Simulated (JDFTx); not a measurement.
Crystal: Ge.

```
Ge
1.0
     0.00000    2.82891    2.82891
     2.82891    0.00000    2.82891
     2.82891    2.82891    0.00000
Ge
2
Direct
  0.75000 0.75000 0.75000
  0.50000 0.50000 0.50000
```

Base run:

```yaml
Program: JDFTx 1.7.0 (patched build)
Functional: PBE
Potentials_or_basis: PseudoDojo-SR-PBE-0.5-standard
Cutoff: 1061 eV
Density_cutoff: 8490 eV
k_mesh: 8 × 8 × 8
Occupations: fermi-dirac, width 0.05 eV
Spin: no spin polarisation
```

Its results: band gap on the k mesh none (metal or under the smearing width); pressure 3.7 GPa.

Question: After a change of settings the same cell gave: band gap on the k mesh none (metal or under the smearing width); pressure 6.7 GPa. Which change was it?
A. functional from PBE to BLYP
B. density cutoff from 8490 eV to 4245 eV
C. functional from PBE to LDA; potentials or basis from PseudoDojo-SR-PBE-0.5-standard to PseudoDojo-SR-LDA-0.4.1-standard
D. functional from PBE to PBEsol; potentials or basis from PseudoDojo-SR-PBE-0.5-standard to PseudoDojo-SR-PBEsol-0.4.1-standard with smoothed tails

Answer: A.

BLYP binds less tightly than PBE, so the same cell stands under more pressure.

Caveats: this crystal is a semiconductor, whose small gap the functional closes, so the metal is an error of the method; the potentials were made for another functional, which shifts forces and pressure (some runs).

Not every run made on this cell is shown here.
